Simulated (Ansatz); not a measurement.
**Structures of TiC: which is lowest?**

Plane-wave DFT in Ansatz with scalar-relativistic PAW potentials, cutoff 500 eV, Γ-centred meshes chosen by cell and gap, Gaussian smearing with energies taken to zero width. Every cell was relaxed (cell and atoms) in a run of its own, within the symmetry of its start. Functional: r2SCAN.

Relaxed structures (starts from databases or built by putting these elements on another compound's sites):
A. P6_3/mmc, 4 atoms in the computed cell, a = 3.605 Å, c = 4.285 Å; sites (symmetry × multiplicity) Ti -6m2 × 2, C -6m2 × 2; start: built
B. Fm-3m, 2 atoms in the computed cell, a = 4.328 Å; sites (symmetry × multiplicity) Ti m-3m × 4, C m-3m × 4; start: database

Question: Rank them by energy. Could pressure change the order?

Answer:
| structure | group | E − E(lowest) (meV/atom) | V (Å³/atom) | gap on mesh (eV) |
| --- | --- | --- | --- | --- |
| B | Fm-3m | 0.0 | 10.13 | 0.00 |
| A | P6_3/mmc | 237 | 12.06 | 0.00 |

B is lowest, 237 meV/atom under A. The lowest is also the densest of these, so pressure wouldn't bring one of the others in at first order. Other structures may lie lower than all of these, and vibrations aren't counted.